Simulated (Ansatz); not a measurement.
Crystal: HfC.

```
Hf C
1.0
     3.34287    0.00000    0.00000
    -1.67143    2.89501    0.00000
     0.00000    0.00000    5.20271
Hf C
2 2
Direct
  0.33333 0.66667 0.25000
  0.66667 0.33333 0.75000
  0.00000 0.00000 0.50000
  0.00000 0.00000 0.00000
```

The cell comes from a database or a generator and needn't be the stable form of this composition.

Base run:

| Item | Value |
| --- | --- |
| Program | Ansatz 0.2.0 |
| Functional | LDA |
| Potentials or basis | Ansatz PAW |
| Cutoff | 420 eV (not typed: the program's choice for these potentials) |
| k mesh | 9 × 9 × 5 |
| Occupations | fermi-dirac, width 0.05 eV |
| Spin | no spin polarisation |

Its results: band gap on the k mesh none (metal or under the smearing width); pressure -12.6 GPa.

Q: The run is repeated on the same cell with these changes: functional from LDA to r2SCAN; cutoff from 420 eV (not typed: the program's choice for these potentials) to 500 eV (not typed: the program's choice for these potentials). What comes out?

A: Band gap on the k mesh none (metal or under the smearing width); pressure -2.7 GPa.

Caveats: spin-orbit coupling is left out, which moves the levels of the heavy elements; the PAW data sets come from PBE, with cores solved anew for the run's functional, which leaves a small shift of forces and pressure.
